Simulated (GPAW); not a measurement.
# HfC (P6_3/mmc) in GPAW: equation of state

How stiff is HfC in PBE, and what volume does it want? The cell is scaled to several volumes.

Program: GPAW 26.7.0. These are calculated values, not measurements. Logs are shortened: lines on timing, memory, paths and dates and some standing lists are left out, and cuts for length are marked. The log counts tension as positive stress, the text compression.

**1. Starting point**

The structure is hexagonal, space group P6_3/mmc (No. 194). Conventional cell: a = 3.343 Å, b = 3.343 Å, c = 5.203 Å, α = 90.00°, β = 90.00°, γ = 120.00°. Around Hf (site symmetry -6m2) lie 6 C at 2.33 Å. Around C (site symmetry -3m) lie 6 Hf at 2.33 Å and 2 C at 2.60 Å.

The cell comes from a database or a generator and needn't be the stable form of this composition.

**2. Equation of state, PBE**

run.py

```python
from ase.eos import EquationOfState
from ase.io import Trajectory, read
from ase.units import GPa
from gpaw import GPAW, PW

atoms = read('HfC.xyz')

traj = Trajectory('eos.traj', 'w')
volumes, energies = [], []
for x in [0.94, 0.96, 0.98, 1.0, 1.02, 1.04, 1.06]:
    a = atoms.copy()
    a.set_cell(atoms.cell * x**(1 / 3), scale_atoms=True)
    calc = GPAW(mode=PW(800),
                xc='PBE',
                kpts={'size': (9, 9, 5), 'gamma': True},
                occupations={'name': 'fermi-dirac', 'width': 0.05},
                nbands=31,
                convergence={'density': 1e-05, 'energy': 1e-05},
                maxiter=150,
                txt=f'eos-{x:.2f}.txt')
    a.calc = calc
    energies.append(a.get_potential_energy(force_consistent=True))
    volumes.append(a.get_volume())
    p = -a.get_stress()[:3].mean() / GPa
    calc.write(f'eos-{x:.2f}.gpw')
    traj.write(a)
    print(f'{x:.2f} {volumes[-1]:10.4f} A^3 {energies[-1]:14.6f} eV {p:9.3f} GPa', flush=True)

v0, e0, B = EquationOfState(volumes, energies, eos='birchmurnaghan').fit()
print(f'V0 = {v0:.4f} A^3, E0 = {e0:.6f} eV, B0 = {B / GPa:.2f} GPa')
```

HfC.xyz

```xyz
4
Lattice="3.3428660531 0.0000000000 0.0000000000 -1.6714330265 2.8950069234 0.0000000000 0.0000000000 0.0000000000 5.2027140000" Properties=species:S:1:pos:R:3 pbc="T T T"
Hf    -0.0000000001      1.9300046157      1.3006785000
Hf     1.6714330267      0.9650023077      3.9020355000
C      0.0000000000      0.0000000000      2.6013570000
C      0.0000000000      0.0000000000      0.0000000000
```

Potentials or basis: GPAW PAW data sets (gpaw-data 1.2.1), pw.

Started as:

```bash
> OMP_NUM_THREADS=1 python run.py
```

What it wrote:

```text
__  _  _
 | _ |_)|_||  |
 |__||  | ||/\| - 26.7.0

Input parameters:
  mode=PW(ecut=800.0),
  convergence={'density': 1e-05, 'energy': 1e-05},
  kpts=MonkhorstPack(size=(9, 9, 5), gamma=True),
  maxiter=150,
  nbands=31,
  occupations=Occupations(name='fermi-dirac', width=0.05),
  xc=XC(name='PBE')

Diagonalizing LCAO Hamiltonian
Converting LCAO to pw mode

            Hf

       C Hf

       C

Atoms  # Å, Bohr magnetons
|   | symbol |         x |        y |        z |    initial magnetic moments |
|---|--------|-----------|----------|----------|-----------------------------|
| 0 |     Hf | -0.000000 | 1.890606 | 1.274127 | ( 0.0000,  0.0000,  0.0000) |
| 1 |     Hf |  1.637313 | 0.945303 | 3.822380 | ( 0.0000,  0.0000,  0.0000) |
| 2 |      C |  0.000000 | 0.000000 | 2.548253 | ( 0.0000,  0.0000,  0.0000) |
| 3 |      C |  0.000000 | 0.000000 | 0.000000 | ( 0.0000,  0.0000,  0.0000) |

Unit cell  # Å
| periodic |         x |        y |        z |  lengths |     angles |
|----------|-----------|----------|----------|----------|------------|
|      yes |  3.274625 | 0.000000 | 0.000000 | 3.274625 |  90.000000 |
|      yes | -1.637313 | 2.835909 | 0.000000 | 3.274625 |  90.000000 |
|      yes |  0.000000 | 0.000000 | 5.096506 | 5.096506 | 120.000000 |

Number of symmetries: 12
Symmetry operations  # r_c * U_cc + t_c -> r_c
|    | kind |            matrix            |
|----|------|------------------------------|
|  0 |  σ   |  1, 1, 0,  0,-1, 0,  0, 0, 1 |
|  1 |  S6  |  1, 1, 0, -1, 0, 0,  0, 0,-1 |
|  2 |  E   |  1, 0, 0,  0, 1, 0,  0, 0, 1 |
|  3 |  C2  |  1, 0, 0, -1,-1, 0,  0, 0,-1 |
|  4 |  C2  |  0, 1, 0,  1, 0, 0,  0, 0,-1 |
|  5 |  C3  |  0, 1, 0, -1,-1, 0,  0, 0, 1 |
|  6 |  S6  |  0,-1, 0,  1, 1, 0,  0, 0,-1 |
|  7 |  σ   |  0,-1, 0, -1, 0, 0,  0, 0, 1 |
|  8 |  σ   | -1, 0, 0,  1, 1, 0,  0, 0, 1 |
|  9 |  i   | -1, 0, 0,  0,-1, 0,  0, 0,-1 |
| 10 |  C3  | -1,-1, 0,  1, 0, 0,  0, 0, 1 |
| 11 |  C2  | -1,-1, 0,  0, 1, 0,  0, 0,-1 |

BZ-sampling:
  Number of BZ points: 405
  Number of IBZ points: 50

  Monkhorst-Pack size: [9, 9, 5]
  Monkhorst-Pack shift: [0, 0, 0]

K-points  # in reciprocal-cell coordinates
|     |                                coordinates |     weight |
|-----|--------------------------------------------|------------|
|   0 | (  0.00000000,   0.00000000,   0.00000000) | 0.00246914 |
|   1 | (  0.00000000,   0.00000000,   0.20000000) | 0.00493827 |
|   2 | (  0.00000000,   0.00000000,   0.40000000) | 0.00493827 |
|   3 | (  0.11111111,   0.00000000,  -0.40000000) | 0.01481481 |
|   4 | (  0.11111111,   0.00000000,  -0.20000000) | 0.01481481 |
|   5 | (  0.11111111,   0.00000000,   0.00000000) | 0.01481481 |
|   6 | (  0.11111111,   0.00000000,   0.20000000) | 0.01481481 |
|   7 | (  0.11111111,   0.00000000,   0.40000000) | 0.01481481 |
|   8 | (  0.22222222,  -0.11111111,   0.00000000) | 0.01481481 |
|   9 | (  0.22222222,  -0.11111111,   0.20000000) | 0.02962963 |
| ... |                                            |            |
|  49 | (  0.44444444,   0.44444444,   0.40000000) | 0.02962963 |

Plane wave coefficients: 2449
Cutoff: 800.0 eV

Spin-components: 1 (collinear spins)
Bands:           31
Projectors:      22
Spin-degeneracy: 2
Datatype:        complex128

Parallelization:
  kpt:    1
  domain: 1
  band:   1

Density:
  Valence electrons: 32.0
  Components: 1
  Grid points: [24 24 35]
  Charge: 0.0  # |e|

Potential:
  Grid points: [24 24 35]

species:
  Hf:
    name:    Hafnium
    Z:       72.0
    valence: 12
    core:    60
    charge:  0.0  # [|e|]
    compensation charges:
      type: gauss
      rc: 0.41  # [Å]
      lmax: 2
    cutoffs:
      filter: 2.36  # [Å]
      core: 4.02  # [Å]
    projectors
    | kind |    occ | energy [eV] | rcut [Å] |
    |------|--------|-------------|----------|
    |   5s |  2.000 |     -66.831 |    1.397 |
    |   6s |  2.000 |      -5.097 |    1.397 |
    |   5p |  6.000 |     -35.599 |    1.307 |
    |   6p |  0.000 |      -1.401 |    1.307 |
    |   5d |  2.000 |      -2.699 |    1.334 |
    |    d |        |      24.513 |    1.334 |

    Using partial waves for Hf as LCAO basis

  C:
    name:    Carbon
    Z:       6.0
    valence: 4
    core:    2
    charge:  0.0  # [|e|]
    compensation charges:
      type: gauss
      rc: 0.20  # [Å]
      lmax: 2
    cutoffs:
      filter: 1.14  # [Å]
      core: 1.14  # [Å]
    projectors
    | kind |    occ | energy [eV] | rcut [Å] |
    |------|--------|-------------|----------|
    |   2s |  2.000 |     -13.751 |    0.635 |
    |   2p |  2.000 |      -5.284 |    0.635 |
    |    s |        |      13.461 |    0.635 |
    |    p |        |      21.927 |    0.635 |
    |    d |        |       0.000 |    0.635 |

    Using partial waves for C as LCAO basis

Reference energy: -821827.486782  # eV

eigensolver:
  PPCG
  Converge bands: occupied
  niter=2

density mixing:
  MSR1-Mixer
  Pratt-step length: 0.05
  Maximum mixing coefficient: 0.75
  Old densities: 10
  SVD Regularization: 0.005
  Good broyden scale: 1.0
  Trust region scale: 1.0
  Backstep threshold: 4.0
  History deletion threshold: 6.0
  Fourier metric: weight=20.0, sigma=0.015

occupation numbers:
  Fermi-Dirac:
    width: 0.0500  # eV

poisson solver:
  ecut: 6400.0  # eV

xc functional:
  name: PBE with 2 nearest neighbor stencil

convergence criteria:
- Maximum integral of absolute [dens]ity change: 1e-05 electrons / valence electron
- Maximum [total energy] change in last 3 cyles: 1e-05 eV / valence electron
- Maximum integral of absolute [eigenst]ate change: 4e-08 eV^2 / valence electron
maximum number of iterations: 150

SCF iterations
|iter     | |      energy | eigst |  dens |
|---------|-|-------------|-------|-------|
|iter:   1| |  -39.622417 | -0.15 |       |
|iter:   2| |  -38.493710 | -2.14 | -0.83 |
|iter:   3| |  -36.173233 | -1.28 | -0.91 |
|iter:   4| |  -36.185126 | -2.79 | -1.57 |
|iter:   5| |  -36.208262 | -3.12 | -1.83 |
|iter:   6| |  -36.208455 | -4.80 | -2.83 |
|iter:   7| |  -36.208467c| -6.02 | -3.46 |
|iter:   8| |  -36.208468c| -7.26 | -4.11 |
|iter:   9| |  -36.208468c| -7.55c| -4.75 |
|iter:  10| |  -36.208468c| -7.91c| -5.04c|

Converged in 10 steps
Energy contributions relative to reference atoms: (reference = -821827.486782)

Energy contributions:
  Kinetic:          60.842896
  Coulomb:         -57.904883
  Zero:             -0.754745
  External:          0.000000
  Xc:              -38.389190
  Entropy:          -0.005091
  Spinorbit:         0.000000
  ----------------------------
  Free energy:     -36.211013
  Extrapolated:    -36.208468

dipole moment: (-6.509085, -11.274066, -10.130521)  # |e|*Ang

Fermi level: 12.190
Eigenvalues  # (at kpt = [0.000, 0.000, 0.000])
| band index |      eig [eV] | occ [0-2] |
|------------|---------------|-----------|
|          0 |       -48.795 |     2.000 |
|        ... |               |           |
|          7 |       -17.384 |     2.000 |
|          8 |        -1.049 |     2.000 |
|          9 |         3.707 |     2.000 |
|         10 |         5.079 |     2.000 |
|         11 |         8.958 |     2.000 |
|         12 |         8.958 |     2.000 |
[... 8 lines left out ...]
|         21 |        15.857 |     0.000 |
|         22 |        16.707 |     0.000 |
|        ... |               |           |
|         30 |        27.030 |     0.000 |

No gap
No difference between direct/indirect transitions

Stress tensor  # eV/Ang^3
|         x |         y |         z |
|-----------|-----------|-----------|
| -0.099681 |  0.000000 |  0.000000 |
|  0.000000 | -0.099681 |  0.000000 |
|  0.000000 |  0.000000 | -0.118542 |

# Writing to eos-0.94.gpw (mode='')
```

It took 7.8 min on 1 thread of Arm Neoverse V2, shared host; peak memory 0.45 GiB.

What came out:

```yaml
Equilibrium_volume: 12.61 Å³/atom
Bulk_modulus_at_fixed_shape_and_positions: 236 GPa
Pressure_derivative_of_the_bulk_modulus: 4.1
```

Energy against volume, from the lowest point:
| volume (Å³/atom) | energy (meV/atom) |
| --- | --- |
| 11.832 | 39.54 |
| 12.084 | 17.45 |
| 12.336 | 4.58 |
| 12.587 | 0.00 |
| 12.839 | 2.92 |
| 13.091 | 12.61 |
| 13.343 | 28.41 |

Caveat: the cell was scaled at fixed shape and fractional positions, which overstates the stiffness of a crystal with free parameters, most of all of layers and chains.
